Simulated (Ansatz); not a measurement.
A strain series on LiCl (rocksalt): epitaxial in the plane normal to [111]

LiCl built on the rocksalt prototype, relaxed with r2SCAN in Ansatz 0.2.0, then strained (epitaxial in the plane normal to [111]; changes of length per length, axes as in the cell below) with the atoms relaxed again within the symmetry that is left. Space group Fm-3m (No. 225), cubic; a = 5.112 Å in the conventional setting, 16.70 Å³ an atom. Li has 6 Cl at 2.56 Å; Cl has 6 Li at 2.56 Å. Spin-unpolarised throughout; all numbers are computed.

```
CELL_PARAMETERS angstrom
0.00000 2.55604 2.55604
2.55604 0.00000 2.55604
2.55604 2.55604 0.00000
ATOMIC_POSITIONS crystal
Li 0.00000 0.00000 0.00000
Cl 0.50000 0.50000 0.50000
```

Gaps are the least over each mesh (PBE 8×8×8, r2SCAN 8×8×8, HSE06 6×6×6 when unstrained) and the special points, which keep their unstrained names; stress is the change from the unstrained cell, compression positive.

```
strain (%)  free normal strain (%)  gap, PBE (eV)  gap, r2SCAN (eV)  gap, HSE06 (eV)               edges, HSE06  in-plane stress, r2SCAN (GPa)  energy rise, r2SCAN (meV/atom)
     -1.56                   +0.78          6.469             7.384            7.876  (0.062, 0.062, 0.120) → Γ                          +1.31                             2.1
       0.0                    0.00          6.384             7.291            7.785             Γ–K (0.20) → Γ                           0.00                             0.0
     +1.98                   -0.96          6.102             6.988            7.488                          Γ                          -1.43                             3.1
     +2.39                   -1.16          6.045             6.927            7.428                          Γ                          -1.70                             4.5
```

Between zero and the nearest strains the slope of the HSE06 gap against strain is -0.058 eV per percent for negative and -0.150 for positive strain.

Where an edge lies off the special points, it is a point of the mesh or the k point where a search put PBE's edge or least direct gap, reused for the other functionals, whose own edges may lie a little apart.

Coordinates of k points refer to the reciprocal vectors of the primitive cell of the runs.

The meshes of the hybrids are coarse, so their gaps aren't converged to the digits shown.
